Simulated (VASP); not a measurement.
Calculation: PBE GGA, VASP's PBE PAW potentials (set 64) (plane waves; VASP).

Gaps are without spin-orbit coupling.

```
Quantity                                               Value
---------------------------------------------  -------------
volume per atom                                10.50 Å³/atom
band gap (over mesh and band path)                   2.22 eV
smallest direct gap (over mesh and band path)        3.34 eV
```

Question: Which relaxed crystal gives these values?
(A) CsCl, Pm-3m (221)
(B) Be2C, Fm-3m (225)
(C) GaN, P6_3mc (186)
(D) SiC, P6_3mc (186)

Answer: D, SiC, P6_3mc (186)
